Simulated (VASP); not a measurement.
Consider the following.

```yaml
crystal:
  lattice:
    - [2.65875, 0.00000, 0.00000]
    - [0.00000, 2.65875, 0.00000]
    - [0.00000, 0.00000, 3.65465]
  atoms:
    - { symbol: Co, position: [0.00000, 0.00000, 0.00000], spin: 1.8 }
    - { symbol: Pt, position: [0.50000, 0.50000, 0.50000], spin: 0.4 }
```

These are PBEsol GGA, VASP's PBE PAW potentials (set 64) (plane waves; VASP) values and carry that method's errors. Numerical set-up: 520 eV cut-off, 15×15×11 Γ-centred mesh, tetrahedra with Blöchl corrections, potentials Co Pt.

Unless said otherwise, spin-orbit coupling is left out, though it shifts the bands of the heavy elements here.

Problem. Estimate the cell moment, energy per atom (σ→0), band gap (on the k-mesh) with the smallest direct gap where there is one.

Solution. 
band gap (on the k-mesh): none (metal, semimetal or under 0.01 eV)
cell moment: 2.20 μB
energy per atom (σ→0): -7.424 eV/atom

Problem. Give the moment on each site (PAW-sphere projection).

Solution. 
```
site  moment (μB)
----  -----------
Co1          1.82
Pt2          0.38
```

Total energies compare only between runs with the same potentials, cut-off and functional.

The compound is CoPt in the L1_0 structure. It was relaxed first.
